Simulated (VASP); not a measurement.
# Si: relaxation with set parts of the cell free, by free to move

Si, P1 (no. 1), 4 atoms in the cell. PBE with D3(BJ), constrained relaxation; PAW potentials Si (PBE set).

| Free to move | Volume (Å³/atom) | Pressure in a fresh run at the final cell (GPa) | Pressure printed at the end of the relaxation (GPa) | Ionic steps, all stages | Electronic steps, all stages | Time (s) |
|---|---|---|---|---|---|---|
| atoms | 20.452 | -2.29 | -2.29 | 17 | 84 | 25 |
| atoms, shape and volume | 19.916 | 0.00 | 0.00 | 19 | 105 | 30 |
| atoms and shape at fixed volume | 20.452 | -2.29 | -2.29 | 19 | 104 | 33 |
| atoms and volume | 19.917 | -0.01 | -0.01 | 19 | 102 | 28 |
| atoms and the z components of the lattice | 20.223 | -1.35 | -1.35 | 17 | 93 | 26 |
| atoms and the x and y components of the lattice | 20.040 | -0.59 | -0.59 | 19 | 107 | 30 |
| atoms and the y and z components of the lattice | 19.988 | -0.33 | -0.33 | 19 | 102 | 28 |

Limits: the start was distorted on purpose (random strain, atoms moved at random), so the space group given is the start's and not the crystal's.

## Input of the first row

INCAR.step1:
```
  PREC = Accurate
  ENCUT = 350
  EDIFF = 1E-6
  ISMEAR = 0
  SIGMA = 0.05
  LREAL = False
  LASPH = True
  NELM = 100
  ALGO = Normal
  LWAVE = False
  LCHARG = False
  GGA = PE
  IVDW = 12
  IBRION = 2
  NSW = 60
  ISIF = 2
  EDIFFG = -0.01
  POTIM = 0.5
  ISYM = 0
  KPAR = 4
```

INCAR.step3, as INCAR.step1 but for:
```
- IBRION = 2
- NSW = 60
- EDIFFG = -0.01
- POTIM = 0.5
+ NSW = 0
```

KPOINTS:
```
k-points
0
Gamma
  5 5 3
```

POSCAR.step1:
```
Si
1.0
    3.8445580000     -0.0092250000     -0.0039560000
   -1.9302680000      3.3526700000      0.0190240000
   -0.0065390000      0.0325340000      6.3557090000
Si
4
Direct
    0.6761040000      0.3366390000      0.9363220000
    0.3234770000      0.6711380000      0.4371680000
    0.6637900000      0.3332910000      0.5625900000
    0.3366290000      0.6589310000      0.0639190000
```

POSCAR.step3:
```
Si
1.0
    3.8445580000     -0.0092250000     -0.0039560000
   -1.9302680000      3.3526700000      0.0190240000
   -0.0065390000      0.0325340000      6.3557090000
Si
4
Direct
    0.6663301612      0.3336117102      0.9373004921
    0.3341366913      0.6678263964      0.4372857561
    0.6656976536      0.3320287264      0.5626749099
    0.3338354939      0.6665321670      0.0627378419
```

Commands (each step's output is kept before the next begins):
```
cat potpaw_PBE.64/Si/POTCAR > POTCAR
cp INCAR.step1 INCAR
cp POSCAR.step1 POSCAR
mpirun -np 4 vasp_std > vasp.out
cp CONTCAR POSCAR
mpirun -np 4 vasp_std > vasp.out
cp CONTCAR POSCAR
cp INCAR.step3 INCAR
cp POSCAR.step3 POSCAR
mpirun -np 4 vasp_std > vasp.out
```

Changes of the last row against the first:
```
- ISIF = 2
+ ISIF = 3
+ LATTICE_CONSTRAINTS = .FALSE. .TRUE. .TRUE.
```

VASP 6.6.1 took 25 s on 4 cores (AMD EPYC 9R45 (Zen 5)), a shared host.
